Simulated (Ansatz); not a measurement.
Compare A (`CC/C=C/N`) with its isomer B (`C1CCNC1`).

Program: Ansatz. Geometries: PBE0-D4/def2-TZVP. ΔE: electronic, gas phase. CCSD(T)/CBS is the MP2 limit (def2-TZVPP, def2-QZVPP) plus CCSD(T) − MP2 in def2-TZVPP, frozen cores. Functionals use def2-TZVPP. B3LYP here is the variant with VWN-RPA as its local correlation; programs differ in this. One conformer a species, not always the lowest.

A:

```xyz
14

C     0.068   -1.926   -0.890
C    -0.808   -0.780   -0.394
C    -0.059    0.501   -0.229
C     0.123    1.111    0.942
N     0.902    2.234    1.179
H    -0.514   -2.841   -1.032
H     0.870   -2.137   -0.179
H     0.534   -1.676   -1.847
H    -1.266   -1.056    0.562
H    -1.636   -0.640   -1.100
H     0.388    0.931   -1.125
H    -0.314    0.684    1.842
H     1.145    2.761    0.355
H     0.568    2.833    1.917
```

B:

```xyz
14

C    -0.270    0.785    0.836
C     0.132   -0.700    0.939
C     0.492   -1.092   -0.506
N    -0.188   -0.148   -1.383
C    -0.115    1.115   -0.660
H    -1.304    0.929    1.157
H     0.351    1.430    1.462
H    -0.705   -1.302    1.301
H     0.964   -0.862    1.626
H     1.571   -0.988   -0.665
H     0.224   -2.119   -0.759
H    -1.161   -0.422   -1.471
H     0.869    1.558   -0.847
H    -0.863    1.817   -1.031
```

**Question.** Which is lower in electronic energy at CCSD(T)/CBS, and by how much? (Estimate.)

**Answer.** The calculation gave: B, by 4.8 kcal/mol.

**Question.** Give E(B) − E(A) in kcal/mol with PBE0-D4, MP2/def2-TZVPP, ωB97M-V, HF/def2-TZVPP, CCSD(T)/def2-TZVPP, B3LYP-D4, CCSD/def2-TZVPP. (Best estimate.)

**Answer.** Computed: PBE0-D4 -6.0, MP2/def2-TZVPP -6.0, ωB97M-V -5.0, HF/def2-TZVPP -1.8, CCSD(T)/def2-TZVPP -5.2, B3LYP-D4 -0.9, CCSD/def2-TZVPP -5.5. None reverses the order clearly.

Largest T1 diagnostic: 0.010.

From PBE to PBE0 (25 % exact exchange), in def2-TZVPP and without D4, E(B) − E(A) moves by −3.1 kcal/mol. In def2-TZVPP, CCSD(T) changes the Hartree–Fock value by −3.4 kcal/mol (the triples alone add +0.3 kcal/mol) and MP2 by −4.2 kcal/mol.
